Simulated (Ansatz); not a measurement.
**Ge in Ansatz: the effect of functional**

Ge:

```xyz
1
Lattice="1.4064 -2.6177 0.0000 1.4064 2.6177 0.0000 0.0000 0.0000 2.7161" Properties=species:S:1:pos:R:3 pbc="T T T"
Ge    1.4064    0.0000    0.0000
```

This isn't the form of Ge at room conditions, which is diamond.

The cell isn't the ideal one: volume scaled by 1.02.

Alike in all runs:

```yaml
Program: Ansatz 0.2.0
Task: single point
Potentials_or_basis: Ansatz PAW
k_mesh: 11 × 11 × 10
Occupations: fermi-dirac, width 0.05 eV
Spin: no spin polarisation
```

| functional | cutoff | pressure (GPa) |
| --- | --- | --- |
| LDA | 420 eV (not typed: the program's choice for these potentials) | -6.6 |
| PBEsol | 420 eV (not typed: the program's choice for these potentials) | -5.1 |
| r2SCAN | 500 eV (not typed: the program's choice for these potentials) | ? |

What does the run with functional r2SCAN give?

Pressure -4.2 GPa.

Caveats: the PAW data sets come from PBE, with cores solved anew for the run's functional, which leaves a small shift of forces and pressure.
